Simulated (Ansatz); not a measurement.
## α-quartz-type GeO2 (metastable phase)

Level of theory: r²SCAN in Ansatz (plane waves, PAW).

Numerical settings: plane-wave cutoff 560 eV, 12×12×6 k mesh (along the axes of the cell as run), Fermi–Dirac smearing 0.01 eV, scalar-relativistic PAW data made under PBE.

Cell (measured lattice):

```
GeO2
1.0
    4.98700     0.00000     0.00000
   -2.49350     4.31887     0.00000
    0.00000     0.00000     5.65200
Ge O
3 6
Direct
  0.00000   0.44979   0.33333
  0.55021   0.55021   0.00000
  0.44979   0.00000   0.66667
  0.30577   0.39339   0.24695
  0.60661   0.91238   0.91361
  0.69423   0.08762   0.41972
  0.91238   0.60661   0.08639
  0.39339   0.30577   0.75305
  0.08762   0.69423   0.58028
```

```
Item                                                     Result
-------------------------------------------  ------------------
band gap                                     4.08 eV (indirect)
smallest direct gap on the k points sampled             4.13 eV
```

Note: cell and atoms aren't relaxed at this level (largest force component 0.20 eV/Å, pressure -2.1 GPa).

Spin–orbit coupling is not included.

The computed numbers hold no vibrational or temperature effects.

The result took around 2.6 core-minutes (rough).

Ansatz is an electronic-structure program.
